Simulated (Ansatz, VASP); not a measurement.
## CaO: VASP beside Ansatz

The input INCAR:

```
ALGO = Normal ; EDIFF = 1E-6
ENCUT = 520 ; GGA = PE
ISIF = 2 ; ISMEAR = -1
LASPH = True ; LCHARG = True
LELF = True ; LREAL = False
LVHAR = True ; LWAVE = False
NBANDS = 15 ; NELM = 60
PREC = Accurate ; SIGMA = 0.1
```

File KPOINTS:

```
k-points
0
Gamma
  9 9 9
```

File POSCAR:

```
CaO
1.0
    0.0000000000      2.4005208800      2.4005208800
    2.4005208800      0.0000000000      2.4005208800
    2.4005208800      2.4005208800      0.0000000000
Ca O
1 1
Direct
    0.0000000000      0.0000000000      0.0000000000
    0.5000000000      0.5000000000      0.5000000000
```

Input for Ansatz:

```yaml
crystal:
  lattice:
    - [0.0, 2.40052088, 2.40052088]
    - [2.40052088, 0.0, 2.40052088]
    - [2.40052088, 2.40052088, 0.0]
  atoms:
    - { symbol: Ca, position: [0.0, 0.0, 0.0] }
    - { symbol: O, position: [0.5, 0.5, 0.5] }
  symmetry: { tolerance: 0.0003 }
kpoints:
  mp_grid: { grid: [9, 9, 9], shift: [0, 0, 0] }
  band_path:
    path:
      - [0.0, 0.0, 0.0]
      - [0.5, 0.0, 0.5]
      - [0.625, 0.25, 0.625]
      - [0.375, 0.375, 0.75]
      - [0.0, 0.0, 0.0]
      - [0.5, 0.5, 0.5]
      - [0.5, 0.25, 0.75]
      - [0.5, 0.0, 0.5]
    npoints: 8
magnetization:
  spin_polarized: false
scf:
  occupations: { method: fermi_dirac }
  lower_state_search: "off"
  max_iter: 200
hamiltonian:
  pseudopotentials: { kind: paw }
  xc: pbe
basis:
  ecutwfc: 420
  fft_grid_basis: typed
output:
  forces: true
  stress: true
  eigenvalues: true
  bader: true
  populations: true
  elf: true
  write_potential: true
  volumetric_format: npy
  dos:
    e_range: [-12, 8]
    de: 0.05
    projected: { site_lists: { Ca: [Ca], O: [O] } }
checkpoint:
  read: saved_state
```

Alike in both runs: task single point; functional PBE; k mesh 9 × 9 × 9; no spin polarisation.

|  | VASP | Ansatz |
| --- | --- | --- |
| version | VASP 6.6.1 | Ansatz 0.2.0 |
| potentials or method | VASP PAW PBE potentials, release 64 (Ca_sv, O) | PAW plane waves |
| plane-wave cutoff (eV) | 520 | 420 |
| occupations | fermi-dirac, width 0.1 eV | fermi-dirac |
| valence electrons in the cell | 16 | 16 |

```tsv
	VASP	Ansatz	Ansatz less VASP
gap on the k mesh at the Fermi level (eV)	3.69	3.71	+0.020
pressure (GPa)	2.6	2.0	-0.58
```

Caveats: an odd mesh through Γ misses points on the zone boundary, where band edges often lie.
